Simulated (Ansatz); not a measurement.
# Lithium, 9R under RPBE: ground state and equation of state

Aim: take lithium in the 9R structure, relax it, solve it on a dense k-mesh, then scale the cell to 7 volumes from 88 to 112 % of the relaxed one and try a fit of the equation of state. Spin polarisation is left out. The k-meshes are 12×12×12 for the relaxation; 15×15×15 for the dense run; 13×13×13 for the volumes. It starts from a measured cell (COD).

Method: DFT RPBE, plane waves (420 eV) with PAW, scalar-relativistic; PAW files made under PBE, frozen cores solved again for the functional, in Ansatz 0.2.0.

## Step 1: Starting point

It takes space group R-3m (No. 166, trigonal). Conventional cell: a = 3.101 Å, b = 3.101 Å, c = 22.765 Å, α = 90.00°, β = 90.00°, γ = 120.00°. Around Li (site symmetry -3m) lie 12 Li at 3.10 Å. Around Li (site symmetry 3m) lie 12 Li at 3.09 to 3.10 Å.

Coordinates:

```xyz
3
Lattice="1.5505 0.8952 7.5883 -1.5505 0.8952 7.5883 0.0000 -1.7904 7.5883" Properties=species:S:1:pos:R:3 pbc="T T T"
Li    1.5505    0.8952    7.5883
Li    0.0000    0.0000    5.0538
Li    0.0000    0.0000   17.7111
```

## Step 2: Relaxation of the cell

The input, input.yaml:

```yaml
crystal:
  lattice:
    - [1.5504989657, 0.8951809952, 7.5883]
    - [-1.5504989657, 0.8951809952, 7.5883]
    - [0.0, -1.7903619905, 7.5883]
  atoms:
    - { symbol: Li, position: [1.0, 0.0, 0.0] }
    - { symbol: Li, position: [0.222, 0.222, 0.222] }
    - { symbol: Li, position: [0.778, 0.778, 0.778] }
hamiltonian:
  xc: rpbe
  pseudopotentials:
    kind: paw
    azcp:
      Li: "pseudopotentials/Li.paw.azcp"
basis:
  ecutwfc: 420
  fft_grid_basis: typed
kpoints:
  mp_grid: { grid: [12, 12, 12], shift: [0, 0, 0] }
magnetization:
  spin_polarized: false
scf:
  occupations: { method: fermi_dirac, width: 0.1 }
relax:
  max_steps: 60
  f_tol: 0.01
  cell: {}
```

Further steps of the session: Dense single point; Volume × 0.88; Volume × 0.92; Volume × 0.96; Volume × 1.0; Volume × 1.04; Volume × 1.08; Volume × 1.12.

**Question.** What will these runs give? Wanted: space group; conventional cell; volume; shortest distance; gap on the mesh; relative to bcc; highest ELF outside the cores; V₀, B₀, B₀′.

**Answer**, as computed:

| quantity | value |
| --- | --- |
| space group (spins left aside) | R-3m (No. 166) |
| conventional cell | a = 3.105 Å, c = 22.705 Å (c/a = 7.313) |
| volume | 21.058 Å³/atom |
| shortest distance | 3.094 Å |
| against the measured volume | 0.0 % (21.065 Å³/atom) |
| gap on the mesh | none (levels filled in part) |
| relative to bcc | -1 meV/atom |
| highest ELF outside the cores | 0.70, 2.15 Å from the nearest atom |
| V₀, B₀, B₀′ | 21.047 Å³/atom, 13.2 GPa, 3.3 |

In words: The measured cell keeps its volume on relaxing; the fit below the tolerance puts V₀ -0.1 % from it. Against the reference form of lithium (bcc, computed apart with the same settings) it stands 1 meV/atom lower, within what mesh and smearing can decide. No gap shows: it is a metal or semimetal at this level. The fitted modulus is 13.2 GPa, a soft solid; letting shape and positions relax at each volume could only lower it. Relaxation kept the symmetry; phonons were not checked.
